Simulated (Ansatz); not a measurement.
# CdS: energy along a strain

CdS, F-43m, a = 5.820 Å (as given, not relaxed at this level: 3.3 GPa). This isn't the usual stable structure of the compound. Ansatz: PBE, PAW, 420 eV, Γ-centred 8×8×8 mesh on 2 atoms, Gaussian smearing 0.05 eV; no spin polarisation. Cell vectors (Å): 0.000 2.910 2.910; 2.910 0.000 2.910; 2.910 2.910 0.000. The cell is strained by x per cent times the pattern (0 0 0 0 1 0) in the order xx yy zz yz xz xy (engineering shears), with fractional coordinates held. y is the free energy over the start, V0 = 24.642 Å³/atom. Symmetry makes y even in x.

| x (%) | y (meV/atom) |
| --- | --- |
| -6.00 | 16.08 |
| -3.00 | 4.01 |
| 0.00 | 0.00 |
| 0.75 | 0.25 |
| 1.50 | 1.00 |
| 2.25 | 2.25 |
| 3.75 | ? |
| 4.50 | 9.03 |
| 5.25 | 12.30 |

**Question.** Fit y = c2 x² + c4 x⁴ to the other rows, get the stiffness along the pattern, and predict the missing energy.

**Answer.** Least squares on the rows shown. y = 0.44490 x² + 4.9304×10⁻⁵ x⁴. The clamped-ion stiffness p·C·p = 2 × 4.449 eV × 160.2 / 24.642 Å³ = 58 GPa, which is C55 in these axes (C44 of the cubic crystal) (second derivative at the start, which stands under stress). At x = 3.75 the fit asked for gives 6.27 meV/atom. The run gave 6.27 meV/atom, the same to the digits shown.